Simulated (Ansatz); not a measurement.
# TiO2 (Imma) in Ansatz: further runs, part 2 of 2

Ansatz 0.2.0. The steps go on from the part before.

**3. Single point, PBE**

Input file input.yaml:

```yaml
crystal:
  lattice:
    - [-2.97316, 3.287369, 3.287402]
    - [2.97316, -3.287369, 3.287402]
    - [2.97316, 3.287369, -3.287402]
  atoms:
    - { symbol: Ti, position: [0.0, 0.5, 0.0] }
    - { symbol: Ti, position: [0.0, 0.0, 0.5] }
    - { symbol: Ti, position: [0.495245, 0.245245, 0.25] }
    - { symbol: Ti, position: [0.504755, 0.754755, 0.75] }
    - { symbol: O, position: [0.695081, 0.69523, 0.500149] }
    - { symbol: O, position: [0.695081, 0.194932, 0.999851] }
    - { symbol: O, position: [0.804516, 0.749617, 0.054899] }
    - { symbol: O, position: [0.194718, 0.749617, 0.445101] }
    - { symbol: O, position: [0.805282, 0.250383, 0.554899] }
    - { symbol: O, position: [0.304919, 0.805068, 0.000149] }
    - { symbol: O, position: [0.195484, 0.250383, 0.945101] }
    - { symbol: O, position: [0.304919, 0.30477, 0.499851] }
hamiltonian:
  xc: pbe
  pseudopotentials: { kind: paw }
kpoints:
  mp_grid: { grid: [6, 6, 6] }
scf:
  occupations: { method: fermi_dirac, width: 0.05 }
basis:
  ecutwfc: "500 eV"
output:
  forces: true
  stress: true
  eigenvalues: true
  write_density: true
  write_potential: true
  elf: true
  volumetric_format: npy
```

Potentials or basis: Ansatz PAW.

Run with:

```sh
ansatz run input.yaml --threads 4 --pin off --max-ram 11264MiB --backend cpu --events-out ev --progress --plain --runs-dir out
```

The program printed:

```text
Warning: RAYON_NUM_THREADS=4 ignored (pool sized by the plan → 4); use --threads N
Engine: ansatz 0.2.0, aarch64-unknown-linux-gnu
Pseudopotentials: kind: paw
Pseudopotential: Ti, paw, valence charge 12, recommended cutoff 420 eV (normal), Ti.paw.azcp
Pseudopotential: O, paw, valence charge 6, recommended cutoff 420 eV (normal), O.paw.azcp
Functional definition: PBE
  parameter kappa = 0.804
  parameter beta = 0.06672455060314922
  exchange = pbe_x(kappa = kappa, mu = beta*pi^2/3)
  correlation = pbe_c(beta = beta)
Crystal: 12 atoms, lattice volume = 128.523 Å³
Basis set: ecut = 500 eV, 3215 PW (Γ), exchange–correlation on 90×90×90 points (8 copies of the dense FFT grid, shifted against one another)
Bands: 60, of which v1, the nominal top of the filled ones, is band 48 counted from 1 (47 counted from 0)
Symmetry: 8 space group operations
Space group: Imma (ITA 74), of the structure as read, at distance tolerance 5.0e-5 Å
k-points: 46 of 216
Non-local potential: Ti, projectors of the file, l = 0: 3, l = 1: 2, l = 2: 3, l = 3: 1
Non-local potential: O, projectors of the file, l = 0: 2, l = 1: 2, l = 2: 1
PAW form: soft (Blöchl's): semilocal exchange-correlation on the pseudo side does not see the compensation charge
[... 23 lines left out ...]
  E_band       = -820.989901
  E_kinetic    = 2484.929730
  E_local      = -6274.686076  (includes V_loc(G=0)·N_el)
  E_nonlocal   = 393.628596
  E_hartree    = 2385.219575
  E_xc         = -983.422586
  E_vxc        = -1245.308161  (∫ρ·V_xc dr)
  E_paw        = -5442.976601  (= ΣΔE_a)
  E_vpaw       = -949.995538  (= ΣTr[D̂ρ^β])
  E_aug_tail   = 0.009179  (compensation charges beyond the density's cutoff)
  E_ewald      = -7117.352114
  E_smearing   = -0.000000  (= −TS)
  E_closure    = -0.000000  (closes the sum)
  Σ components = -14554.650297   (vs F -14554.650297, Δ=0.00e0)
--- Forces (eV/Å), atoms counted from 1 ---
  atom   1  Ti    -0.00000000     0.00000000     0.00000000
  atom   2  Ti     0.00000000     0.00000000    -0.00000000
  atom   3  Ti    -0.00000000     0.00000000     0.01495885
  atom   4  Ti     0.00000000     0.00000000    -0.01495885
  atom   5  O      0.02277269     0.00000000    -0.04649445
  atom   6  O     -0.02277269     0.00000000    -0.04649445
  atom   7  O     -0.00000000     0.05731876     0.01827834
  atom   8  O      0.00000000    -0.05731876     0.01827834
  atom   9  O     -0.00000000     0.05731876    -0.01827834
  atom  10  O      0.02277269     0.00000000     0.04649445
  atom  11  O      0.00000000    -0.05731876    -0.01827834
  atom  12  O     -0.02277269    -0.00000000     0.04649445
  max |Σ_I F_I| component: 2.78e-17 eV/Å
--- Stress (GPa, compression-positive) ---
       -1.887189       0.000000       0.000000
        0.000000      -1.126449      -0.000000
        0.000000      -0.000000      -1.035532
  P = ⅓ Tr σ = -1.3497 GPa (-13.497 kbar)
--- Band table (eV; the first three rows and the last of 46) ---
  k-point 0: bands = ["-48.2394", "-48.2232", "-48.1972", "-48.1900", "-24.7508", "-24.7447", "-24.5312", "-24.5298", "-24.4042", "-24.3965", "-24.3900", "-24.3845", "-24.3845", "-24.3815", "-24.3445", "-24.3142", "-9.3647", "-8.2405", "-8.1271", "-8.1269", "-7.8614", "-7.8602", "-7.5703", "-7.5685", "3.0692", "3.5107", "3.9819", "4.1477", "4.1485", "4.2356", "4.2384", "5.0001", "5.0003", "5.2647", "5.2661", "5.9923", "5.9949", "6.1914", "6.1941", "6.7948", "7.4776", "7.4841", "8.0174", "8.0235", "8.0237", "8.2546", "8.2562", "8.6916", "10.5293", "10.8090", "11.0686", "11.1217", "11.1443", "11.2310", "11.2538", "11.8233", "11.8318", "11.8473", "11.8627", "12.8882"]
  k-point 1: bands = ["-48.2362", "-48.2213", "-48.1998", "-48.1926", "-24.7258", "-24.7180", "-24.5233", "-24.5158", "-24.4204", "-24.4139", "-24.3906", "-24.3826", "-24.3786", "-24.3771", "-24.3706", "-24.3442", "-9.2505", "-8.2031", "-8.1772", "-8.0920", "-7.9289", "-7.8391", "-7.6513", "-7.6103", "3.2413", "3.6503", "3.9945", "4.1313", "4.1610", "4.2913", "4.4120", "4.9163", "4.9226", "5.2001", "5.3797", "6.1174", "6.1453", "6.2070", "6.3570", "6.6088", "7.2954", "7.3871", "7.5701", "7.8578", "7.9623", "7.9843", "8.0513", "8.6092", "10.7397", "10.9915", "11.0583", "11.0797", "11.2842", "11.2892", "11.3885", "11.7514", "11.7865", "11.8265", "12.0440", "13.0052"]
  k-point 2: bands = ["-48.2278", "-48.2160", "-48.2068", "-48.1994", "-24.6561", "-24.6441", "-24.5050", "-24.4823", "-24.4512", "-24.4473", "-24.4311", "-24.4272", "-24.3927", "-24.3831", "-24.3781", "-24.3721", "-8.9480", "-8.2737", "-8.1073", "-8.0792", "-7.9949", "-7.8591", "-7.8396", "-7.7172", "3.5743", "4.1073", "4.1545", "4.2049", "4.2055", "4.3533", "4.5473", "4.7968", "5.0138", "5.1414", "5.6104", "5.8190", "6.3266", "6.4028", "6.4204", "6.6143", "6.6764", "6.8093", "7.1924", "7.5246", "7.6360", "7.6786", "7.9691", "8.3309", "10.9284", "10.9852", "11.0278", "11.4029", "11.5373", "11.6168", "11.6624", "11.6909", "11.7012", "11.8546", "12.2577", "12.7065"]
  k-point 45: bands = ["-48.2348", "-48.2275", "-48.1973", "-48.1901", "-24.7514", "-24.7454", "-24.5417", "-24.5405", "-24.4023", "-24.3947", "-24.3887", "-24.3832", "-24.3777", "-24.3750", "-24.3321", "-24.3264", "-8.7291", "-8.7275", "-8.0430", "-8.0429", "-7.9663", "-7.9651", "-7.6891", "-7.6872", "3.3048", "3.3071", "4.3402", "4.3447", "4.9362", "4.9363", "5.1174", "5.1179", "5.1528", "5.1530", "5.9321", "5.9336", "5.9615", "5.9670", "6.4666", "6.4714", "6.5926", "6.5980", "7.2945", "7.2957", "7.4370", "7.4396", "7.6433", "7.6474", "10.5579", "10.5660", "11.1631", "11.1652", "11.5724", "11.5738", "11.8067", "11.8215", "12.2495", "12.2586", "12.4190", "12.4233"]
```

rho_z.tsv:

```text
# z_ang	rho[e/angstrom^3]
# format = ansatz-planar-average/11
# lattice	-2.973160000	3.287369000	3.287402000
# lattice	2.973160000	-3.287369000	3.287402000
# lattice	2.973160000	3.287369000	-3.287402000
# sites	12
# site	22	1.486580000	-1.643684500	1.643701000
# site	22	1.486580000	1.643684500	-1.643701000
# site	22	0.000000000	1.643684500	1.612437807
# site	22	2.973160000	1.643684500	1.674964193
# site	8	1.487466002	1.643684500	2.926320339
# site	8	1.485693998	4.931053500	-0.361081661
# site	8	-0.000000000	0.360946541	4.928584850
# site	8	2.973160000	-0.360946541	1.641182850
# site	8	0.000000000	3.648315541	1.646219150
# site	8	1.487466002	-1.643684500	3.648483661
# site	8	2.973160000	2.926422459	-1.641182850
# site	8	1.485693998	1.643684500	0.361081661
0.000000	1.255705e0
0.122633	1.222244e0
0.245265	1.127129e0
0.367898	9.874765e-1
0.490530	8.307625e-1
0.613163	6.871632e-1
[... 37 lines left out ...]
5.273203	1.127129e0
5.395835	1.222244e0
```

It took 9.2 s on 4 threads of Arm Neoverse V2, shared host; peak memory 0.77 GiB.

Results:

```yaml
Free_energy: -14554.6503 eV
Pressure: -1.3 GPa
Largest_force: 0.060 eV/Å
Band_gap_on_the_k_mesh: 1.84 eV
```

Forces in eV/Å, atoms in the order of the input:
```
Ti   0.000  0.000  0.000
Ti   0.000  0.000  0.000
Ti   0.000  0.000  0.015
Ti   0.000  0.000 -0.015
O    0.023  0.000 -0.046
O   -0.023  0.000 -0.046
O    0.000  0.057  0.018
O    0.000 -0.057  0.018
O    0.000  0.057 -0.018
O    0.023  0.000  0.046
O    0.000 -0.057 -0.018
O   -0.023  0.000  0.046
```

A k mesh can miss the band edges. Expect the measured gap to be larger: semilocal functionals such as PBE lack the derivative discontinuity.
